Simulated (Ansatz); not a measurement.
A run of Ansatz 0.2.0 is set up as follows.

Contents of input.yaml:

```yaml
crystal:
  lattice:
    - [2.4719999032, 0.0, 0.0]
    - [-1.2359999516, 2.1408147143, 0.0]
    - [0.0, 0.0, 4.02114408]
  atoms:
    - { symbol: Co, position: [0.6666666667, 0.3333333333, 0.75], spin: 2.0 }
    - { symbol: Co, position: [0.3333333333, 0.6666666667, 0.25], spin: 2.0 }
kpoints:
  mp_grid: { grid: [12, 12, 7] }
  band_path:
    path:
      - [0.0, 0.0, 0.0]
      - [0.5, 0.0, 0.0]
      - [0.3333333333, 0.3333333333, 0.0]
      - [0.0, 0.0, 0.0]
      - [0.0, 0.0, 0.5]
      - [0.5, 0.0, 0.5]
      - [0.3333333333, 0.3333333333, 0.5]
      - [0.0, 0.0, 0.5]
    npoints: 12
scf:
  occupations: { method: fermi_dirac, width: 0.05 }
hamiltonian:
  xc: revpbe
  pseudopotentials: { kind: all_electron, lapw: { basis_error: 0.001 } }
magnetization:
  spin_polarized: true
output:
  forces: true
  stress: true
  eigenvalues: true
```

Potentials or basis: all-electron LAPW, scalar-relativistic.

Run with:

```bash
$ ansatz run input.yaml --threads 2 --pin off --max-ram 6144MiB --backend cpu --events-out ev --progress --plain --runs-dir out
```

(1) Estimate the absolute moment.

(2) What does it give for the net moment?

## Answers

(1) 3.58 μB per cell.

(2) 3.23 μB per cell.
